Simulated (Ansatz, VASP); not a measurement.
**Hg in VASP and in Ansatz**

```
Hg
1.0
     4.73054    0.00000    0.00000
     0.00000    4.73054    0.00000
     0.00000    0.00000    4.73054
Hg
1
Direct
  0.00000 0.00000 0.00000
```

Alike in both runs: task single point; functional RPBE; k mesh 7 × 7 × 7; occupations fermi-dirac, width 0.1 eV; no spin polarisation.

|  | VASP | Ansatz |
| --- | --- | --- |
| version | VASP 6.6.1 | Ansatz 0.2.0 |
| potentials or method | VASP PAW PBE potentials, release 64 (Hg) | plane waves (420 eV) with PAW, scalar-relativistic |
| plane-wave cutoff (eV) | 520 | 420 |
| valence electrons in the cell | 12 | 20 |

```csv
,VASP,Ansatz,Ansatz less VASP
pressure (GPa),0.0,0.0,+0.02
```

The two sets of potentials don't hold the same shells in valence.

Caveats: the PAW data sets were made with another functional, which shifts forces and pressure a little (VASP); spin-orbit coupling is left out, which moves the levels of the heavy elements; an odd mesh through Γ misses points on the zone boundary, where band edges often lie. A hybrid or GW would open this gap; RPBE tends to underestimate it.
